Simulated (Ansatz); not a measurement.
Planning a run of Ansatz 0.2.0 on Sb (honeycomb multilayer). The input:

```yaml
crystal:
  lattice:
    - [4.0788633379, 0.0, 0.0]
    - [-2.0394316689, 3.5323992692, 0.0]
    - [0.0, 0.0, 49.1]
  atoms:
    - { symbol: Sb, position: [0.3333333333, 0.6666666667, 0.4016049254] }
    - { symbol: Sb, position: [0.6666666667, 0.3333333333, 0.3681037913] }
    - { symbol: Sb, position: [0.6666666667, 0.3333333333, 0.5167586587] }
    - { symbol: Sb, position: [0.3333333333, 0.6666666667, 0.4832413413] }
    - { symbol: Sb, position: [0.3333333333, 0.6666666667, 0.6318962087] }
    - { symbol: Sb, position: [0.6666666667, 0.3333333333, 0.5983950746] }
  periodic: [true, true, false]
kpoints:
  mp_grid: { grid: [3, 3, 1] }
hamiltonian:
  xc: pbe
  pseudopotentials: { kind: paw, azcp: { folder: soft_1 } }
scf:
  occupations: { method: fixed }
  convergence: { dr2_threshold: 1.0e-10 }
gw:
  n_empty_bands: 841
  ecut_chi: 65.0
  qp_bands: [v2, c2]
  qp_kpoints: band_edges
  screening: { model: contour_deformation }
```

```sh
ansatz run input.yaml --threads 4 --pin off --max-ram 17510MiB --backend cpu --events-out ev --progress --plain --runs-dir out
```

Q: Estimate wall time and host memory on 4 threads of Arm Neoverse V1, shared host.

It took 3.9 min; on shared hardware allow 2 min to 7.8 min. Peak host memory was 6.6 GiB. The sizes that set the cost: 13773 plane waves a state, 3 irreducible k points, 886 bands summed, 875 plane waves in the screening and 12 SCF cycles.

The screening grows as filled bands × empty bands × pairs of k points, times the square of the screening basis for the matrix.

[Paths, hosts, dates, memory and timing lines, banners, echoed tables and standing remarks are left out of the program output.]

[Logs are printed without paths, hosts, clocks, repeated set-up lines and the standing remarks that a program may print on its own settings, such as how far it seeks lower states.]

[Runs of the session that timed out or met a known fault of the program may be left out.]

[Cells called generated may have been cut or substituted from an entry of the Crystallography Open Database or the Materials Project.]

[Hosts, paths, dates, database ids (printed as entryN), source tags and the programs' standing remarks are cut or masked in the printed files.]
